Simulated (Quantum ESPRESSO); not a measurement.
A run of Quantum ESPRESSO 7.5 is set up as follows.

File pw.in:

```
&CONTROL
  calculation = 'scf'
  prefix = 'pwscf'
  outdir = './tmp'
  pseudo_dir = './pseudo'
  tprnfor = .true.
  disk_io = 'low'
/
&SYSTEM
  ibrav = 0
  celldm(1) = 8
  nat = 6
  ntyp = 2
  ecutwfc = 56
  ecutrho = 448
  nbnd = 34
  occupations = 'smearing'
  smearing = 'fd'
  degauss = 0.00367493
/
&ELECTRONS
  conv_thr = 6d-09
  electron_maxstep = 150
  mixing_beta = 0.3
  mixing_mode = 'local-TF'
/
ATOMIC_SPECIES
S     32.0600 s_pbe_v1.4.uspp.F.UPF
Ta   180.9479 ta_pbe_v1.uspp.F.UPF
CELL_PARAMETERS alat
  0.7753392550385   0.0000000000000   0.0000000000000
  0.3851462736707   0.6729140422679   0.0000000000000
  0.0000000000000   0.0000000000000   7.2253678375066
ATOMIC_POSITIONS crystal
S      0.2380000000    0.2380000000    0.2451941938
Ta     0.5800000000    0.5800000000    0.3161043546
S      0.2380000000    0.2380000000    0.3870145155
S      0.7380000000    0.7380000000    0.6129854845
Ta     0.0800000000    0.0800000000    0.6838956454
S      0.7380000000    0.7380000000    0.7548058062
K_POINTS automatic
4 4 1 0 0 0
```

pp_density.in

```
&INPUTPP
  prefix = 'pwscf'
  outdir = './tmp'
  filplot = 'density.dat'
  plot_num = 0
/
&PLOT
  nfile = 1
  filepp(1) = 'density.dat'
  iflag = 3
  output_format = 6
  fileout = 'density.cube'
/
```

The input pp_potential.in:

```
&INPUTPP
  prefix = 'pwscf'
  outdir = './tmp'
  filplot = 'potential.dat'
  plot_num = 11
/
&PLOT
  nfile = 1
  filepp(1) = 'potential.dat'
  iflag = 3
  output_format = 6
  fileout = 'potential.cube'
/
```

Potentials or basis: GBRV 1.5 PBE.

The run is started by

```sh
$ OMP_NUM_THREADS=1 mpirun -n 2 pw.x -in pw.in > pw.out
$ OMP_NUM_THREADS=1 mpirun -n 1 pp.x -in pp_density.in > pp_density.out
$ OMP_NUM_THREADS=1 mpirun -n 1 pp.x -in pp_potential.in > pp_potential.out
```

Q: What does it give for the work function of the upper face?

A: 5.82 eV.

Q: Estimate the work function of the lower face.

A: 5.82 eV.

Q: Predict the largest force.

A: 3.777 eV/Å.

Forces in eV/Å, atoms in the order of the input:
```
S    0.031  0.018  3.777
Ta  -0.062 -0.036  0.000
S    0.031  0.018 -3.776
S    0.031  0.018  3.776
Ta  -0.062 -0.036  0.000
S    0.031  0.018 -3.777
```

Caveat: the k mesh is coarse (spacing up to 0.55 Å⁻¹), so the values aren't converged. Spin-orbit coupling is left out, which matters for the levels of Ta.
